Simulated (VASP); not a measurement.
ZnS:

```xyz
2
Lattice="0.0000 2.7020 2.7020 2.7020 0.0000 2.7020 2.7020 2.7020 0.0000" Properties=species:S:1:pos:R:3 pbc="T T T"
Zn    4.0530    4.0530    4.0530
S     0.0000    0.0000    0.0000
```

| Quantity | Value |
| --- | --- |
| Program | VASP 6.6.1 |
| Task | relaxation of cell and atoms |
| Functional | B3LYP |
| Potentials or basis | VASP PAW PBE potentials, release 64 (Zn, S) |
| Cutoff | 600 eV |
| k mesh | 5 × 5 × 5 |
| Occupations | fermi-dirac, width 0.05 eV |
| Spin | no spin polarisation |

At the start: pressure 3.6 GPa; volume 19.73 Å³/atom.

Problem. Where does the relaxation end?

Solution. Over 3 steps the energy falls by 12.1 meV/atom and the volume is 20.78 Å³/atom (+5.3 %); space group F-43m (No. 216, to 0.05 Å).

The path:
```csv
step,energy change (eV),largest force (eV/Å),pressure (GPa),volume (Å³)
1,0.0000,0.0000,3.61,39.45
2,-0.0229,0.0000,-0.88,42.04
3,-0.0243,0.0000,-0.03,41.56
```

Final structure:
```xyz
2
Lattice="0.0000 2.7492 2.7492 2.7492 0.0000 2.7492 2.7492 2.7492 0.0000" Properties=species:S:1:pos:R:3 pbc="T T T"
Zn    4.1239    4.1239    4.1239
S     0.0000    0.0000    0.0000
```

Caveat: the PAW data sets were made with another functional, which shifts forces and pressure a little.
